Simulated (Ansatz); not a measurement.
SrO: moving O off its site

SrO, Fm-3m, a = 5.195 Å. Ansatz: PBE, PAW, 420 eV, Γ-centred 8×8×8 mesh on 2 atoms, Gaussian smearing 0.05 eV; no spin polarisation.

```
Sr O
1.0
     0.00000    2.59739    2.59739
     2.59739    0.00000    2.59739
     2.59739    2.59739    0.00000
Sr O
1 1
Direct
  0.00000 0.00000 0.00000
  0.50000 0.50000 0.50000
```

Atom 2 (O) moves by x along the unit vector (0.000, -0.707, -0.707), with its periodic images; all else is held. y is the free energy of the cell over the start, F the force along the path summed over the moved atoms. Symmetry makes y even in x.

```
 x (Å) y (meV) F (eV/Å)
-0.200        ?         ?
-0.100     9.08      0.18
 0.000     0.00      0.00
 0.025     0.56     -0.04
 0.050     2.24     -0.09
 0.075     5.07     -0.14
 0.125    14.32     -0.23
 0.150    20.84     -0.29
 0.175    28.74     -0.34
```

Q: Fit y = c2 x² + c4 x⁴ to the energies of the other rows, give the force constant, and predict energy and force of the missing row.

A: Least squares on the rows shown. y = 893.16 x² + 1477.5 x⁴. The force constant is 2 c2 = 1.79 eV/Å² (for all images moving together, not for a lone atom). With two atoms in a cubic cell this is the optical mode at Γ without the LO field: ω = 521.5 √(2 c2/μ) = 189 cm⁻¹ for μ = 13.53 u. The force −dy/dx at the missing row is 0.40 eV/Å (computed 0.40). At x = -0.200 the fit asked for gives 38.09 meV. The run gave 38.08 meV, so the fit is 0.01 meV too high, a small miss on the scale of the series.